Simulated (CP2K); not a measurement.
Crystal: WC (Qusongite).

```
W C
1.0
     2.90650    0.00000    0.00000
    -1.45325    2.51710    0.00000
     0.00000    0.00000    2.83660
W C
1 1
Direct
  0.00000 0.00000 0.00000
  0.66667 0.33333 0.50000
```

Base run:

```yaml
Program: CP2K 2026.2
Functional: PBE
Potentials_or_basis: POTENTIAL_UZH W GTH-PBE-q14, C GTH-PBE-q4; TZVP-MOLOPT-PBE-GTH basis
Density_cutoff: 9184 eV
k_mesh: 10 × 10 × 9
Occupations: fermi-dirac, width 0.05 eV
Spin: no spin polarisation
```

Its results: band gap on the k mesh none (metal or under the smearing width); pressure 2.7 GPa.

Q: The run is repeated on the same cell with these changes: functional from PBE to PBEsol. What comes out?

A: Band gap on the k mesh none (metal or under the smearing width); pressure -4.0 GPa.

PBEsol binds more tightly than PBE, so the same cell stands under less pressure.

Caveats: the basis of atomic orbitals isn't converged, which shifts pressures, moduli and gaps; the potentials were made for another functional, which shifts forces and pressure (some runs).

Not every run made on this cell is shown here.
